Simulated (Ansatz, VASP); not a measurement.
One calculation of Sb, two programs

```
Sb
1.0
     3.08753    0.00000    0.00000
     0.00000    3.08753    0.00000
     0.00000    0.00000    3.08753
Sb
1
Direct
  0.00000 0.00000 0.00000
```

Alike in both runs: functional r2SCAN; k mesh 14 × 14 × 14; occupations gaussian, width 0.1 eV; no spin polarisation.

Ansatz relaxed the structure, and its values are those at the end. VASP's run is a single point on that final structure, the one shown.

|  | VASP | Ansatz |
| --- | --- | --- |
| version | VASP 6.6.1 | Ansatz 0.2.0 |
| potentials or method | VASP PAW PBE potentials, release 64 (Sb) | scalar-relativistic, plane waves, PAW |
| plane-wave cutoff (eV) | 520 | 500 |
| valence electrons in the cell | 5 | 15 |

|  | VASP | Ansatz | Ansatz less VASP |
| --- | --- | --- | --- |
| gap on the k mesh at the Fermi level (eV) | none | none | - |
| pressure (GPa) | 0.0 | 0.0 | -0.02 |

A gap of «none» marks a metal or a gap that the smearing closes. The two sets of potentials don't hold the same shells in valence.

Caveats: the PAW data sets were made with another functional, which shifts forces and pressure a little (VASP). Spin-orbit coupling is left out, which matters for the levels of Sb.
